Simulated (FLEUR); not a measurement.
# Ga (P2_1/m) in FLEUR: a series of runs

One crystal, Ga, is run at these levels: r2SCAN, SCAN, TPSS; tasks: band structure.

Program: FLEUR MaX-R8.1 (later development tree). These are calculated values, not measurements. Logs are shortened: lines on timing, memory, paths and dates and some standing lists are left out, and cuts for length are marked.

## (1) The structure

The structure is monoclinic, space group P2_1/m (No. 11). The conventional cell has a = 2.778 Å, b = 3.282 Å, c = 4.210 Å, α = 90.00°, β = 108.61°, γ = 90.00°. Ga (site symmetry m) has 8 Ga at 2.71 to 2.84 Å as nearest neighbours.

This isn't the form of Ga at room conditions, which is orthorhombic.

## (2) Band structure, r2SCAN

File inp.xml:

```xml
<?xml version="1.0" encoding="UTF-8" standalone="no"?>
<fleurInput fleurInputVersion="0.39">
   <comment>
      Ga                                                                                                  
   </comment>
   <calculationSetup>
      <cutoffs Kmax="4.17" Gmax="12.9" GmaxXC="12.9" numbands="0"/>
      <scfLoop itmax="80" minDistance="0.0001" maxIterBroyd="30" imix="Anderson" alpha="0.05" precondParam="0.0" spinf="2.0" sdNocoIR="T"/>
      <coreElectrons ctail="F" frcor="F" kcrel="0" coretail_lmax="0"/>
      <xcFunctional name="LibXC" relativisticCorrections="F">
         <LibXCName exchange="mgga_x_r2scan" correlation="mgga_c_r2scan"/>
         <AuxGGA exchange="117" correlation="130"/>
      </xcFunctional>
      <magnetism jspins="1"/>
      <soc l_soc="F" theta="0.0" phi="0.0" spav="F"/>
      <expertModes spex="0" secvar="F"/>
      <geometryOptimization l_f="F" forcealpha="1.0" forcemix="BFGS" epsdisp="0.00001" epsforce="0.00001"/>
      <ldaU l_linMix="F" mixParam="0.05" spinf="1.0"/>
   </calculationSetup>
   <cell>
      <bzIntegration valenceElectrons="42.0" mode="hist" fermiSmearingEnergy="0.00183747">
         <kPointListSelection listName="default-1"/>
         <!-- k-points included here -->
         <xi:include xmlns:xi="http://www.w3.org/2001/XInclude" href="kpts.xml"> </xi:include>
      </bzIntegration>
      <!-- symmetry operations included here -->
      <xi:include xmlns:xi="http://www.w3.org/2001/XInclude" href="sym.xml"> </xi:include>
      <bulkLattice scale="1.0">
         <bravaisMatrix>
            <row-1>    5.2504567990011290     0.0000000000000000     0.0000000000000000</row-1>
            <row-2>    0.0000000000000000     6.2013418611799951     0.0000000000000000</row-2>
            <row-3>   -2.5387168436244982     0.0000000000000000     7.5405234655447311</row-3>
         </bravaisMatrix>
      </bulkLattice>
   </cell>
   <atomSpecies>
      <species name="Gallium (Ga)" element="Ga" atomicNumber="31">
         <mtSphere radius="2.35" gridPoints="783" logIncrement="0.016"/>
         <atomicCutoffs lmax="9" lnonsphr="9"/>
         <electronConfig flipSpins="F">
            <coreConfig>(1s1/2) (2s1/2) (2p1/2) (2p3/2)</coreConfig>
            <valenceConfig>(3s1/2) (3p1/2) (3p3/2) (4s1/2) (3d3/2) (3d5/2) (4p1/2) (4p3/2)</valenceConfig>
            <stateOccupation state="(4p1/2)" spinUp="0.166667" spinDown="0.166667"/>
            <stateOccupation state="(4p3/2)" spinUp="0.333333" spinDown="0.333333"/>
         </electronConfig>
         <energyParameters s="4" p="4" d="3" f="4"/>
         <lo type="SCLO" l="0" n="3" eDeriv="0"/>
         <lo type="SCLO" l="1" n="3" eDeriv="0"/>
         <lo type="SCLO" l="1" n="3" eDeriv="1"/>
         <lo type="HELO" l="2" n="4" eDeriv="0"/>
         <lo type="HELO" l="2" n="4" eDeriv="1"/>
         <lo type="SCLO" l="3" n="4" eDeriv="2"/>
      </species>
   </atomSpecies>
   <atomGroups>
      <atomGroup species="Gallium (Ga)">
         <relPos label="                   1">.1345962700 -1.000/4.000 -.2298331700</relPos>
         <relPos label="                   2">-.1345962700 1.000/4.000 .2298331700</relPos>
         <force calculate="T" relaxXYZ="TTT"/>
      </atomGroup>
   </atomGroups>
   <output dos="F" band="F" slice="F">
      <checks vchk="F" cdinf="F"/>
      <bandDOS minEnergy="-.5*Htr" maxEnergy="0.5*Htr" sigma="0.015" storeEVData="T"/>
      <vacuumDOS vacdos="F" integ="F" star="F" nstars="0" locx1="0.0" locy1="0.0" locx2="0.0" locy2="0.0" nstm="0" tworkf="0.0"/>
      <unfoldingBand unfoldBand="F" supercellX="1" supercellY="1" supercellZ="1"/>
      <plotting iplot="0" polar="F">
         <plot TwoD="T" vec1="  1.0  0.0  0.0" vec2="  0.0  1.0  0.0" vec3="  0.0  0.0  1.0" zero="  0.0  0.0  0.0" file="plot"/>
      </plotting>
      <chargeDensitySlicing numkpt="0" minEigenval="0.0" maxEigenval="0.0" nnne="0" pallst="F"/>
      <specialOutput eonly="F"/>
      <moessbauerParams electricFieldGradient="T" isomerShift="T" coreHyperfine="T" valenceHyperfine="T"/>
      <magneticCircularDichroism mcd="F" energyLo="-10.0" energyUp="0.0"/>
   </output>
  <!-- We include the file relax.xml here to enable relaxations (see documentation) -->
  <xi:include xmlns:xi="http://www.w3.org/2001/XInclude" href="relax.xml"> <xi:fallback/> </xi:include>
</fleurInput>
```

File crystal.txt:

```
Ga
&input cartesian=F /
2.7784220849  0.0000000000  0.0000000000
0.0000000000  3.2816087900  0.0000000000
-1.3434310986  0.0000000000  3.9902731763
1.8897261246
1.0 1.0 1.0

2
31 0.1345962700  0.7500000000  0.7701668300
31 0.8654037300  0.2500000000  0.2298331700

&kpt div1=10 div2=8 div3=7 gamma=T /
```

File inp.xml (bands):

```
<?xml version="1.0" encoding="UTF-8" standalone="no"?>
<fleurInput fleurInputVersion="0.39">
   <comment>
      Ga                                                                                                  
   </comment>
   <calculationSetup>
      <cutoffs Kmax="4.17" Gmax="12.9" GmaxXC="12.9" numbands="0"/>
      <scfLoop itmax="80" minDistance="0.0001" maxIterBroyd="30" imix="Anderson" alpha="0.05" precondParam="0.0" spinf="2.0" sdNocoIR="T"/>
      <coreElectrons ctail="F" frcor="F" kcrel="0" coretail_lmax="0"/>
      <xcFunctional name="LibXC" relativisticCorrections="F">
         <LibXCName exchange="mgga_x_r2scan" correlation="mgga_c_r2scan"/>
         <AuxGGA exchange="117" correlation="130"/>
      </xcFunctional>
      <magnetism jspins="1"/>
      <soc l_soc="F" theta="0.0" phi="0.0" spav="F"/>
      <expertModes spex="0" secvar="F"/>
      <geometryOptimization l_f="F" forcealpha="1.0" forcemix="BFGS" epsdisp="0.00001" epsforce="0.00001"/>
      <ldaU l_linMix="F" mixParam="0.05" spinf="1.0"/>
   </calculationSetup>
   <cell>
      <bzIntegration valenceElectrons="42.0" mode="hist" fermiSmearingEnergy="0.00183747">
         <kPointListSelection listName="path-1"/>
         <!-- k-points included here -->
         <xi:include xmlns:xi="http://www.w3.org/2001/XInclude" href="kpts.xml"> </xi:include>
      </bzIntegration>
      <!-- symmetry operations included here -->
      <xi:include xmlns:xi="http://www.w3.org/2001/XInclude" href="sym.xml"> </xi:include>
      <bulkLattice scale="1.0">
         <bravaisMatrix>
            <row-1>    5.2504567990011290     0.0000000000000000     0.0000000000000000</row-1>
            <row-2>    0.0000000000000000     6.2013418611799951     0.0000000000000000</row-2>
            <row-3>   -2.5387168436244982     0.0000000000000000     7.5405234655447311</row-3>
         </bravaisMatrix>
      </bulkLattice>
   </cell>
   <atomSpecies>
      <species name="Gallium (Ga)" element="Ga" atomicNumber="31">
         <mtSphere radius="2.35" gridPoints="783" logIncrement="0.016"/>
         <atomicCutoffs lmax="9" lnonsphr="9"/>
         <electronConfig flipSpins="F">
            <coreConfig>(1s1/2) (2s1/2) (2p1/2) (2p3/2)</coreConfig>
            <valenceConfig>(3s1/2) (3p1/2) (3p3/2) (4s1/2) (3d3/2) (3d5/2) (4p1/2) (4p3/2)</valenceConfig>
            <stateOccupation state="(4p1/2)" spinUp="0.166667" spinDown="0.166667"/>
            <stateOccupation state="(4p3/2)" spinUp="0.333333" spinDown="0.333333"/>
         </electronConfig>
         <energyParameters s="4" p="4" d="3" f="4"/>
         <lo type="SCLO" l="0" n="3" eDeriv="0"/>
         <lo type="SCLO" l="1" n="3" eDeriv="0"/>
         <lo type="SCLO" l="1" n="3" eDeriv="1"/>
         <lo type="HELO" l="2" n="4" eDeriv="0"/>
         <lo type="HELO" l="2" n="4" eDeriv="1"/>
         <lo type="SCLO" l="3" n="4" eDeriv="2"/>
      </species>
   </atomSpecies>
   <atomGroups>
      <atomGroup species="Gallium (Ga)">
         <relPos label="                   1">.1345962700 -1.000/4.000 -.2298331700</relPos>
         <relPos label="                   2">-.1345962700 1.000/4.000 .2298331700</relPos>
         <force calculate="T" relaxXYZ="TTT"/>
      </atomGroup>
   </atomGroups>
   <output dos="F" band="T" slice="F">
      <checks vchk="F" cdinf="F"/>
      <bandDOS minEnergy="-.5*Htr" maxEnergy="0.5*Htr" sigma="0.015" storeEVData="T"/>
      <vacuumDOS vacdos="F" integ="F" star="F" nstars="0" locx1="0.0" locy1="0.0" locx2="0.0" locy2="0.0" nstm="0" tworkf="0.0"/>
      <unfoldingBand unfoldBand="F" supercellX="1" supercellY="1" supercellZ="1"/>
      <plotting iplot="0" polar="F">
         <plot TwoD="T" vec1="  1.0  0.0  0.0" vec2="  0.0  1.0  0.0" vec3="  0.0  0.0  1.0" zero="  0.0  0.0  0.0" file="plot"/>
      </plotting>
      <chargeDensitySlicing numkpt="0" minEigenval="0.0" maxEigenval="0.0" nnne="0" pallst="F"/>
      <specialOutput eonly="F"/>
      <moessbauerParams electricFieldGradient="T" isomerShift="T" coreHyperfine="T" valenceHyperfine="T"/>
      <magneticCircularDichroism mcd="F" energyLo="-10.0" energyUp="0.0"/>
   </output>
  <!-- We include the file relax.xml here to enable relaxations (see documentation) -->
  <xi:include xmlns:xi="http://www.w3.org/2001/XInclude" href="relax.xml"> <xi:fallback/> </xi:include>
</fleurInput>
```

Potentials or basis: all-electron, FLAPW.

Command:

```console
$ inpgen -f crystal.txt -profile fastHighL
$ # inp.xml edited to the form shown
$ fleur_MPI
$ fleur_MPI   # second run, on inp.xml (bands)
```

The program printed:

```text
Welcome to FLEUR        (www.flapw.de)
      MaX-Release 8.1          (www.max-centre.eu)
 func_ids         498         497         498         497
 MetaGGA potential functional detected - V_tau will be computed
 Auxiliary Potential for radial basis: exchange=         117  correlation=         130
The functional 'Re-regularized SCAN exchange by Furness et al' is an exchange functional, it belongs to the 'MGGA' family and is defined in the reference(s):
[1] J. W. Furness, A. D. Kaplan, J. Ning, J. P. Perdew, and J. Sun.,  J. Phys. Chem. Lett. 11, 8208-8215 (2020)
[2] J. W. Furness, A. D. Kaplan, J. Ning, J. P. Perdew, and J. Sun.,  J. Phys. Chem. Lett. 11, 9248-9248 (2020)
The functional 'Re-regularized SCAN correlation by Furness et al' is a correlation functional, it belongs to the 'MGGA' family and is defined in the reference(s):
[1] J. W. Furness, A. D. Kaplan, J. Ning, J. P. Perdew, and J. Sun.,  J. Phys. Chem. Lett. 11, 8208-8215 (2020)
[2] J. W. Furness, A. D. Kaplan, J. Ning, J. P. Perdew, and J. Sun.,  J. Phys. Chem. Lett. 11, 9248-9248 (2020)
 Using same functional for VXC and EXC

 ========== k-point set info ==========
 Selected k-point list: default-1
 k-point list type: mesh
 10 x 8 x 7
 Number of k points: 180

 ------------Calculation Setup---------------------------
 Number of MPI-tasks      :            1
 Number of PE/node        :            1
 Number of OMP-threads    :            1
 Most efficient MPI parallelization for:
           1           2           3           4           5           6           9          10          12          15          18          20          30          36          45          60          90         180
 Additional eigenvalue parallelization possible
 Number of basis functions:          394
 Approximate size of matrices (H+S) per k-point:         0.002 GB
 --------------------------------------------------------
The functional 'Hammer, Hansen, and Norskov' is an exchange functional, it belongs to the 'GGA' family and is defined in the reference(s):
[... 6 lines left out ...]
 Reset of history
 Reset of history
 Iteration:     1   Distance:      20.70018254 me/bohr^3
The functional 'Hammer, Hansen, and Norskov' is an exchange functional, it belongs to the 'GGA' family and is defined in the reference(s):
[1] B. Hammer, L. B. Hansen, and J. K. Nørskov.,  Phys. Rev. B 59, 7413 (1999)
The functional 'Perdew, Burke & Ernzerhof' is a correlation functional, it belongs to the 'GGA' family and is defined in the reference(s):
[1] J. P. Perdew, K. Burke, and M. Ernzerhof.,  Phys. Rev. Lett. 77, 3865 (1996)
[2] J. P. Perdew, K. Burke, and M. Ernzerhof.,  Phys. Rev. Lett. 78, 1396 (1997)
 Using same functional for VXC and EXC
 Iteration:     2   Distance:      19.80309016 me/bohr^3
The functional 'Hammer, Hansen, and Norskov' is an exchange functional, it belongs to the 'GGA' family and is defined in the reference(s):
[1] B. Hammer, L. B. Hansen, and J. K. Nørskov.,  Phys. Rev. B 59, 7413 (1999)
The functional 'Perdew, Burke & Ernzerhof' is a correlation functional, it belongs to the 'GGA' family and is defined in the reference(s):
[1] J. P. Perdew, K. Burke, and M. Ernzerhof.,  Phys. Rev. Lett. 77, 3865 (1996)
[2] J. P. Perdew, K. Burke, and M. Ernzerhof.,  Phys. Rev. Lett. 78, 1396 (1997)
 Using same functional for VXC and EXC
 Iteration:     3   Distance:      18.77101906 me/bohr^3
The functional 'Hammer, Hansen, and Norskov' is an exchange functional, it belongs to the 'GGA' family and is defined in the reference(s):
[1] B. Hammer, L. B. Hansen, and J. K. Nørskov.,  Phys. Rev. B 59, 7413 (1999)
The functional 'Perdew, Burke & Ernzerhof' is a correlation functional, it belongs to the 'GGA' family and is defined in the reference(s):
[1] J. P. Perdew, K. Burke, and M. Ernzerhof.,  Phys. Rev. Lett. 77, 3865 (1996)
[2] J. P. Perdew, K. Burke, and M. Ernzerhof.,  Phys. Rev. Lett. 78, 1396 (1997)
 Using same functional for VXC and EXC
 Iteration:     4   Distance:       2.46278178 me/bohr^3
The functional 'Hammer, Hansen, and Norskov' is an exchange functional, it belongs to the 'GGA' family and is defined in the reference(s):
[1] B. Hammer, L. B. Hansen, and J. K. Nørskov.,  Phys. Rev. B 59, 7413 (1999)
The functional 'Perdew, Burke & Ernzerhof' is a correlation functional, it belongs to the 'GGA' family and is defined in the reference(s):
[1] J. P. Perdew, K. Burke, and M. Ernzerhof.,  Phys. Rev. Lett. 77, 3865 (1996)
[2] J. P. Perdew, K. Burke, and M. Ernzerhof.,  Phys. Rev. Lett. 78, 1396 (1997)
 Using same functional for VXC and EXC
 Iteration:     5   Distance:       0.81564468 me/bohr^3
The functional 'Hammer, Hansen, and Norskov' is an exchange functional, it belongs to the 'GGA' family and is defined in the reference(s):
[... 39 lines left out ...]
 Using same functional for VXC and EXC
 Iteration:    11   Distance:       0.00064584 me/bohr^3
The functional 'Hammer, Hansen, and Norskov' is an exchange functional, it belongs to the 'GGA' family and is defined in the reference(s):
[1] B. Hammer, L. B. Hansen, and J. K. Nørskov.,  Phys. Rev. B 59, 7413 (1999)
The functional 'Perdew, Burke & Ernzerhof' is a correlation functional, it belongs to the 'GGA' family and is defined in the reference(s):
[1] J. P. Perdew, K. Burke, and M. Ernzerhof.,  Phys. Rev. Lett. 77, 3865 (1996)
[2] J. P. Perdew, K. Burke, and M. Ernzerhof.,  Phys. Rev. Lett. 78, 1396 (1997)
 Using same functional for VXC and EXC
 Iteration:    12   Distance:       0.00023887 me/bohr^3
The functional 'Hammer, Hansen, and Norskov' is an exchange functional, it belongs to the 'GGA' family and is defined in the reference(s):
[1] B. Hammer, L. B. Hansen, and J. K. Nørskov.,  Phys. Rev. B 59, 7413 (1999)
The functional 'Perdew, Burke & Ernzerhof' is a correlation functional, it belongs to the 'GGA' family and is defined in the reference(s):
[1] J. P. Perdew, K. Burke, and M. Ernzerhof.,  Phys. Rev. Lett. 77, 3865 (1996)
[2] J. P. Perdew, K. Burke, and M. Ernzerhof.,  Phys. Rev. Lett. 78, 1396 (1997)
 Using same functional for VXC and EXC
 Iteration:    13   Distance:       0.00018174 me/bohr^3
The functional 'Hammer, Hansen, and Norskov' is an exchange functional, it belongs to the 'GGA' family and is defined in the reference(s):
[1] B. Hammer, L. B. Hansen, and J. K. Nørskov.,  Phys. Rev. B 59, 7413 (1999)
The functional 'Perdew, Burke & Ernzerhof' is a correlation functional, it belongs to the 'GGA' family and is defined in the reference(s):
[1] J. P. Perdew, K. Burke, and M. Ernzerhof.,  Phys. Rev. Lett. 77, 3865 (1996)
[2] J. P. Perdew, K. Burke, and M. Ernzerhof.,  Phys. Rev. Lett. 78, 1396 (1997)
 Using same functional for VXC and EXC
 Iteration:    14   Distance:       0.00005794 me/bohr^3

 ********************************************************************
 Run finished successfully
 Stop message:
   all done
 ********************************************************************
```

Wall time 2.3 min (1 thread of Arm Neoverse V2, shared host); peak memory 0.11 GiB.

Results:

| Property | Result |
| --- | --- |
| Free energy | -105813.5240 eV |
| Band gap along the path | none (metal or under the smearing width) |
| Valence electrons inside the program's atomic spheres | Ga 19.53 (radii Ga 2.35 bohr) |

Levels at the corners of the path, in eV from the Fermi level:
| point | band 17 | band 18 | band 19 | band 20 | band 21 | band 22 | band 23 | band 24 | band 25 | band 26 |
| --- | --- | --- | --- | --- | --- | --- | --- | --- | --- | --- |
| Γ | -15.29 | -15.14 | -11.98 | -2.30 | -1.36 | 1.86 | 6.00 | 9.70 | 10.88 | 11.27 |
| Y | -15.25 | -15.20 | -9.90 | -8.90 | 4.18 | 5.33 | 6.58 | 6.79 | 7.57 | 11.37 |
| H | -15.21 | -15.16 | -5.89 | -5.74 | -4.11 | 4.47 | 5.12 | 7.06 | 8.25 | 10.56 |
| C | -15.21 | -15.17 | -6.46 | -5.54 | -1.77 | 0.13 | 6.59 | 7.24 | 9.07 | 10.07 |
| E | -15.17 | -15.17 | -2.96 | -2.96 | -1.78 | -1.78 | 2.01 | 2.01 | 4.75 | 4.75 |
| M1 | -15.18 | -15.18 | -2.48 | -2.48 | -2.15 | -2.15 | 0.31 | 0.31 | 8.32 | 8.32 |
| A | -15.17 | -15.17 | -3.06 | -3.06 | -1.80 | -1.80 | 2.24 | 2.24 | 4.93 | 4.93 |
| X | -15.20 | -15.17 | -6.57 | -5.55 | -1.58 | 0.39 | 6.48 | 6.95 | 9.14 | 9.77 |
| H1 | -15.21 | -15.16 | -5.89 | -5.74 | -4.11 | 4.47 | 5.12 | 7.06 | 8.25 | 10.56 |
| M | -15.18 | -15.18 | -2.48 | -2.48 | -2.15 | -2.15 | 0.31 | 0.31 | 8.32 | 8.32 |
| D | -15.29 | -15.29 | -6.30 | -6.30 | -4.60 | -4.60 | 11.32 | 11.32 | 12.83 | 12.83 |
| Z | -15.21 | -15.21 | -8.22 | -8.22 | 1.75 | 1.75 | 2.96 | 2.96 | 12.19 | 12.19 |
| Y | -15.25 | -15.20 | -9.90 | -8.90 | 4.18 | 5.33 | 6.58 | 6.79 | 7.57 | 11.37 |
| D | -15.29 | -15.29 | -6.30 | -6.30 | -4.60 | -4.60 | 11.32 | 11.32 | 12.83 | 12.83 |

Core levels (eV from the Fermi level):
| atom | levels |
| --- | --- |
| 1 Ga | 1s1/2 -10223.4, 2s1/2 -1257.1, 2p1/2 -1112.0, 2p3/2 -1084.3 |
| 2 Ga | 1s1/2 -10223.4, 2s1/2 -1257.1, 2p1/2 -1112.0, 2p3/2 -1084.3 |

Caveat: the meta-GGA is that of a development version, with a GGA for the radial functions and cores and without core tails.

## (3) Band structure, SCAN

inp.xml, as its differences from that of step 2:

```diff
@@ -10,3 +10,3 @@
       <xcFunctional name="LibXC" relativisticCorrections="F">
-         <LibXCName exchange="mgga_x_r2scan" correlation="mgga_c_r2scan"/>
+         <LibXCName exchange="mgga_x_scan" correlation="mgga_c_scan"/>
          <AuxGGA exchange="117" correlation="130"/>
```

crystal.txt is that of step 2.

inp.xml (bands), as its differences from that of step 2:

```diff
@@ -10,3 +10,3 @@
       <xcFunctional name="LibXC" relativisticCorrections="F">
-         <LibXCName exchange="mgga_x_r2scan" correlation="mgga_c_r2scan"/>
+         <LibXCName exchange="mgga_x_scan" correlation="mgga_c_scan"/>
          <AuxGGA exchange="117" correlation="130"/>
```

Potentials or basis: all-electron, FLAPW.

Command:

```console
$ inpgen -f crystal.txt -profile fastHighL
$ # inp.xml edited to the form shown
$ fleur_MPI
$ fleur_MPI   # second run, on inp.xml (bands)
```

Run time: 2.6 min. Hardware: 1 thread of Arm Neoverse V2, shared host; peak memory 0.12 GiB.

The run converged. Its results:

- Free energy: -105823.6231 eV
- Band gap along the path: none (metal or under the smearing width)
- Valence electrons inside the program's atomic spheres: Ga 19.54 (radii Ga 2.35 bohr)

Levels at the corners of the path, in eV from the Fermi level:
```
point  band 19  band 20  band 21  band 22  band 23  band 24
    Γ   -12.04    -2.26    -1.43     1.84     6.12     9.64
    Y    -9.97    -8.90     4.12     5.37     6.71     6.71
    H    -5.89    -5.78    -4.12     4.45     5.14     7.09
    C    -6.47    -5.58    -1.72     0.08     6.61     7.25
    E    -2.96    -2.96    -1.80    -1.80     2.03     2.03
   M1    -2.52    -2.52    -2.12    -2.12     0.32     0.32
    A    -3.07    -3.07    -1.82    -1.82     2.27     2.27
    X    -6.59    -5.59    -1.53     0.33     6.50     6.96
   H1    -5.89    -5.78    -4.12     4.45     5.14     7.09
    M    -2.52    -2.52    -2.12    -2.12     0.32     0.32
    D    -6.35    -6.35    -4.59    -4.59    11.24    11.24
    Z    -8.25    -8.25     1.74     1.74     2.99     2.99
    Y    -9.97    -8.90     4.12     5.37     6.71     6.71
    D    -6.35    -6.35    -4.59    -4.59    11.24    11.24
```

Core levels (eV from the Fermi level):
```tsv
atom	levels
1 Ga	1s1/2 -10223.1, 2s1/2 -1256.9, 2p1/2 -1111.7, 2p3/2 -1084.1
2 Ga	1s1/2 -10223.1, 2s1/2 -1256.9, 2p1/2 -1111.7, 2p3/2 -1084.1
```

Caveat: the meta-GGA is that of a development version, with a GGA for the radial functions and cores and without core tails.

(Part 1 of 2 ends here.)
